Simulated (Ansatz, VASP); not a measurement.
Two plane-wave programs on Pt

```
Pt
1.0
     0.00000    1.96430    1.96430
     1.96430    0.00000    1.96430
     1.96430    1.96430    0.00000
Pt
1
Direct
  0.00000 0.00000 0.00000
```

Alike in both runs: functional PBE; dispersion D3(BJ); k mesh 18 × 18 × 18; occupations gaussian, width 0.1 eV; no spin polarisation.

Ansatz relaxed the structure, and its values are those at the end. VASP's run is a single point on that final structure, the one shown.

```csv
,VASP,Ansatz
version,VASP 6.6.1,Ansatz 0.2.0
potentials or method,"VASP PAW PBE potentials, release 64 (Pt)","scalar-relativistic, plane waves, PAW"
plane-wave cutoff (eV),520,420
valence electrons in the cell,10,18
```

|  | VASP | Ansatz | Ansatz less VASP |
| --- | --- | --- | --- |
| gap on the k mesh at the Fermi level (eV) | none | none | - |
| pressure (GPa) | -0.6 | 0.0 | +0.53 |

A gap of «none» marks a metal or a gap that the smearing closes. The two sets of potentials don't hold the same shells in valence.

Caveats: pairwise dispersion overbinds metals, which lowers pressure and volume. The runs have no spin-orbit coupling, so splittings on Pt are missing.
